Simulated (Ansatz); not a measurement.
# What a change of settings does to a run on Hf

The cell is COD entry 9008501, as deposited and not checked against the literature; nothing was relaxed. The listed cell was then made from it by scaling, straining or moving an atom.

First run: DFT, PBE, all-electron LAPW, scalar-relativistic (Ansatz 0.2.0).

Command: `ansatz run input.yaml --threads 1 --pin off --max-ram 2048MiB --backend cpu --events-out ev --progress --plain --runs-dir out` The run took 39 s on 1 thread of Arm Neoverse V1, with other jobs on the host, peak memory 0.47 GiB.

```yaml
crystal:
  lattice:
    - [3.1808339174, 0.0, 0.0]
    - [-1.5904169587, 2.7546829777, 0.0]
    - [0.0, 0.0, 5.108378]
  atoms:
    - { symbol: Hf, position: [0.3333333333, 0.6666666667, 0.25] }
    - { symbol: Hf, position: [0.6666666667, 0.3333333333, 0.75] }
kpoints:
  mp_grid: { grid: [13, 13, 7] }
scf:
  occupations: { method: fermi_dirac, width: 0.05 }
hamiltonian:
  xc: pbe
  pseudopotentials: { kind: all_electron, lapw: { basis_error: 0.0005 } }
output:
  forces: true
  stress: true
  eigenvalues: true
```

Result: converged; pressure 0.76 GPa; no gap on the k mesh; 9 SCF iterations.

Spin–orbit coupling is left out, though it moves levels of the heavy atoms by tenths of an eV or more.

The input is then changed:

```diff
@@ -8,5 +8,5 @@
     - { symbol: Hf, position: [0.6666666667, 0.3333333333, 0.75] }
 kpoints:
-  mp_grid: { grid: [13, 13, 7] }
+  mp_grid: { grid: [10, 10, 6] }
 scf:
   occupations: { method: fermi_dirac, width: 0.05 }
```

Q: What does the second run give?

A: It converged; energy at zero smearing +1.2 meV/atom from the first run; pressure 0.79 GPa; no gap on the k mesh; 9 SCF iterations. Some of these settings are too coarse for converged properties.

The results part of its log:

```
SCF 1 converged in 9 iterations: F = -820500.491434 eV  dr2 = 6.14e-8
SCF converged after 9 iterations
Free energy (F): -820500.491434 eV
Harris-Foulkes:  -820500.491434 eV  (|F-HF|=1.79e-8)
Internal energy: -820500.476958 eV  (E = F + TS)
E sigma→0 (E₀):  -820500.484196 eV
Entropy (-TS):   -0.014476 eV (-7.238 meV/atom)
Fermi energy:    20.193045 eV
--- Per-component energies (eV) ---
  E_band       = -3533.841364
  E_kinetic    = 912958.730090
  E_xc         = -16830.336954
  E_electrostatic = -1716628.870095  (all electrons and nuclei)
  E_smearing   = -0.014476  (= −TS)
  E_closure    = 0.000000  (closes the sum)
  E_atoms      = -820485.842060  (free atoms, spherical and without spin; not in F)
  Σ components = -820500.491434   (vs F -820500.491434, Δ=0.00e0)
  Basis errors (estimates in eV, not in F): energy 1.1e-4 per atom: plane waves 9.1e-5 (4.6e-5 summed), levels above the bands 3.0e-70, relativity 3.5e-8, radial functions 2.2e-5, core shells 1.5e-7; eigenvalues (radial functions only) 5.5e-7; not estimated: angular momenta, meshes, grids; target (lapw.basis_error) 5.0e-4; muffin-tin radii Hf 1.573 Å
--- Forces (eV/Å), atoms counted from 1 ---
  atom   1  Hf     0.00000000    -0.00000000     0.00000000
  atom   2  Hf     0.00000000     0.00000000     0.00000000
  max |Σ_I F_I| component: 7.40e-17 eV/Å
--- Stress (GPa, compression-positive) ---
        1.437919      -0.000000       0.000000
       -0.000000       1.437919       0.000000
        0.000000       0.000000      -0.513453
  P = ⅓ Tr σ = 0.7875 GPa (7.875 kbar)
--- Band table (eV; the first three rows and the last of 56) ---
  k-point 0: bands = ["-181.1241", "-181.1241", "-181.1241", "-181.1241", "-181.1187", "-181.1187", "-181.0999", "-181.0999", "-181.0999", "-181.0999", "-41.7013", "-41.6345", "-10.8238", "-10.0859", "-10.0859", "-9.9827", "-9.9675", "-9.9675", "8.3320", "8.3581", "8.3640", "8.3640", "8.3646", "8.3685", "8.3685", "8.3761", "8.3761", "8.3852", "8.4054", "8.4054", "8.4429", "8.4461", "12.8370", "16.4628", "20.7241", "21.4170", "21.4170", "21.5232", "22.1998", "22.1998", "22.9672", "22.9672", "25.5720", "25.5720"]
  k-point 1: bands = ["-181.1241", "-181.1241", "-181.1241", "-181.1241", "-181.1187", "-181.1187", "-181.0999", "-181.0999", "-181.0999", "-181.0999", "-41.6969", "-41.6390", "-10.7708", "-10.0780", "-10.0780", "-10.0428", "-9.9755", "-9.9755", "8.3324", "8.3545", "8.3545", "8.3604", "8.3614", "8.3696", "8.3696", "8.3815", "8.3815", "8.3852", "8.4088", "8.4088", "8.4431", "8.4458", "13.0849", "16.3116", "20.4259", "21.3087", "21.3087", "21.3145", "22.0158", "22.0158", "23.3359", "23.3359", "25.6401", "25.6401"]
  k-point 2: bands = ["-181.1241", "-181.1241", "-181.1241", "-181.1241", "-181.1187", "-181.1187", "-181.0999", "-181.0999", "-181.0999", "-181.0999", "-41.6847", "-41.6513", "-10.6239", "-10.2040", "-10.0565", "-10.0565", "-9.9973", "-9.9973", "8.3352", "8.3491", "8.3491", "8.3511", "8.3585", "8.3585", "8.3691", "8.3830", "8.3963", "8.3963", "8.4114", "8.4114", "8.4437", "8.4453", "13.7806", "15.7356", "20.1037", "20.8064", "21.2204", "21.2204", "21.6420", "21.6420", "24.1441", "24.1441", "25.5551", "25.5551"]
  k-point 55: bands = ["-181.1241", "-181.1241", "-181.1241", "-181.1241", "-181.1187", "-181.1187", "-181.0999", "-181.0999", "-181.0999", "-181.0999", "-41.6255", "-41.6255", "-10.6389", "-10.6389", "-10.4134", "-10.4134", "-10.1207", "-10.1207", "8.3605", "8.3605", "8.3660", "8.3660", "8.3740", "8.3740", "8.3795", "8.3795", "8.3831", "8.3831", "8.3880", "8.3880", "8.4229", "8.4229", "18.1308", "18.1308", "19.0969", "19.0969", "19.9947", "19.9947", "22.6272", "22.6272", "25.5239", "25.5239", "28.3651", "28.3651"]
```
